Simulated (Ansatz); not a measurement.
Input of an Ansatz 0.2.0 run:

The input input.yaml:

```yaml
crystal:
  lattice:
    - [2.4836457705, 0.0, 0.0]
    - [-1.2418228853, 2.1509003313, 0.0]
    - [0.0, 0.0, 4.026195]
  atoms:
    - { symbol: Mn, position: [0.3333333333, 0.6666666667, 0.25], spin: 8.0 }
    - { symbol: Mn, position: [0.6666666667, 0.3333333333, 0.75], spin: 8.0 }
hamiltonian:
  xc: pbe
  pseudopotentials: { kind: paw }
magnetization:
  spin_polarized: true
  initial_magnetization: 16.0
  spin_locking: { lock_magnetization: hard }
kpoints:
  mp_grid: { grid: [10, 10, 6] }
scf:
  occupations: { method: fermi_dirac, width: 0.05 }
  lower_state_search: "off"
output:
  forces: true
  stress: true
  eigenvalues: true
  write_density: true
  write_potential: true
  elf: true
  volumetric_format: npy
```

Potentials or basis: Ansatz PAW.

Command:

```sh
$ ansatz run input.yaml --threads 2 --pin off --max-ram 5632MiB --backend cpu --events-out ev --progress --plain --runs-dir out
```

(1) Estimate the pressure.

Results:

(1) 450.5 GPa.

Caveat: a pressure of tens of GPa on the cell as given is suspect, and the run, the potentials or the cell itself is likely at fault; the pressure holds a Pulay correction of +0.3 GPa for the finite cutoff; the total moment is fixed, so each spin has its own Fermi level; the thresholds are loose for stress.
